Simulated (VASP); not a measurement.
Runs of VASP 6.6.1 on TiAl. It takes space group Pm-3m (No. 221, cubic). Conventional cell: a = 3.179 Å, b = 3.179 Å, c = 3.179 Å, α = 90.00°, β = 90.00°, γ = 90.00°. Ti (site symmetry m-3m) has 8 Al at 2.75 Å as nearest neighbours. Al (site symmetry m-3m) has 8 Ti at 2.75 Å as nearest neighbours. The cell comes from a database or a generator and needn't be the stable form of this composition.

```csv
task,level,potentials or basis,cell,k mesh,cutoff (eV),gap on the mesh (eV),pressure (GPa),relaxed volume (Å³/atom)
relaxation of cell and atoms,RPBE,"VASP PAW PBE potentials, release 64 (Ti_sv, Al)",relaxed,14 × 14 × 14,600,none,0.0,16.55
single point,PBEsol,"VASP PAW PBE potentials, release 64 (Ti_sv, Al)",as given,14 × 14 × 14,520,none,(a),-
relaxation of cell and atoms,PBEsol,"VASP PAW PBE potentials, release 64 (Ti_sv, Al)",relaxed,14 × 14 × 14,600,none,0.0,15.72
relaxation of cell and atoms,PBEsol,"VASP PAW PBE potentials, release 64 (Ti, Al)",relaxed,14 × 14 × 14,580,none,0.0,15.70
relaxation of cell and atoms,LDA,"VASP PAW LDA potentials, release 64 (Ti_sv, Al)",relaxed,14 × 14 × 14,600,none,0.0,15.27
relaxation of cell and atoms,PBE,"VASP PAW PBE potentials, release 64 (Ti_sv, Al)",relaxed,14 × 14 × 14,600,none,0.0,16.17
relaxation of cell and atoms,PBE+D3(BJ),"VASP PAW PBE potentials, release 64 (Ti_sv, Al)",relaxed,14 × 14 × 14,600,none,0.0,(b)
relaxation of cell and atoms,PBEsol,"VASP PAW PBE potentials, release 64 (Ti_sv, Al)",relaxed,6 × 6 × 6,600,none,0.0,15.70
```

Alike in all rows: no spin polarisation; smearing gaussian 0.1 eV.

Q: Estimate the missing entries.

A: (a) -2.5; (b) 15.46.

Caveats: the PAW data sets were made with another functional, which shifts forces and pressure a little (some runs); pairwise dispersion overbinds metals, which lowers pressure and volume (some runs).

A gap of «none» marks a metal or a gap under the smearing width.

The runs don't all hold the same shells in valence.
